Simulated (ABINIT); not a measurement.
Crystal: KTaO3.

```
CELL_PARAMETERS angstrom
3.98830 0.00000 0.00000
0.00000 3.98830 0.00000
0.00000 0.00000 3.98830
ATOMIC_POSITIONS crystal
Ta 0.00000 0.00000 0.00000
K 0.50000 0.50000 0.50000
O 0.00000 0.00000 0.50000
O 0.00000 0.50000 0.00000
O 0.50000 0.00000 0.00000
```

Base run:

```yaml
Program: ABINIT 10.8.3 (patched build)
Functional: revPBE
Potentials_or_basis: JTH PAW PBE v2.0
Cutoff: 626 eV
k_mesh: 7 × 7 × 7
Occupations: fermi-dirac, width 0.05 eV
Spin: no spin polarisation
```

Its results: band gap on the k mesh 2.28 eV, indirect (least direct gap 2.83 eV); pressure 8.8 GPa.

**Question.** After a change of settings the same cell gave: band gap on the k mesh 2.23 eV, indirect (least direct gap 2.79 eV); pressure 4.8 GPa. Which change was it?
A. functional from revPBE to WC
B. functional from revPBE to AM05
C. functional from revPBE to LDA; potentials or basis from JTH PAW PBE v2.0 to JTH PAW LDA v2.0
D. functional from revPBE to PW91

**Answer.** D.

PW91 binds more tightly than revPBE, so the same cell stands under less pressure.

Caveats: the PAW data sets were made with another functional, which shifts forces and pressure a little; spin-orbit coupling is left out, which moves the levels of the heavy elements; the atomic spheres overlap.
